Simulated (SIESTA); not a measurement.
ZnO (zincite):

```
Zn O
1.0
     3.24931    0.00000    0.00000
    -1.62465    2.81398    0.00000
     0.00000    0.00000    5.20571
Zn O
2 2
Direct
  0.66667 0.33333 0.00000
  0.33333 0.66667 0.50000
  0.33333 0.66667 0.87901
  0.66667 0.33333 0.37901
```

Program: SIESTA 5.4.2. Alike in all runs: task band structure; no spin polarisation; cell as given; k mesh 9 × 9 × 5; smearing fermi-dirac 0.05 eV; grid cutoff 800 Ry; energy shift 0.003 Ry.

Question: Order these runs on this cell by their pressure, lowest first.
A. level PBE; potentials or basis PseudoDojo 0.4 standard (PBE files), TZP (energy shift 0.003 Ry; two zetas on semicore shells)
B. level BLYP; potentials or basis PseudoDojo 0.4 standard (PBE files), DZP (energy shift 0.003 Ry; two zetas on semicore shells)
C. level PBEsol; potentials or basis PseudoDojo 0.4 standard (PBEsol files), DZP (energy shift 0.003 Ry; two zetas on semicore shells)

Answer: C (-0.6 GPa), A (5.1 GPa), B (10.3 GPa).

Caveats: short orbitals over semicore shells can move pressures by several GPa; the basis of atomic orbitals isn't converged, which shifts pressures, moduli and gaps; the potentials were made for another functional, which shifts forces and pressure (some runs).
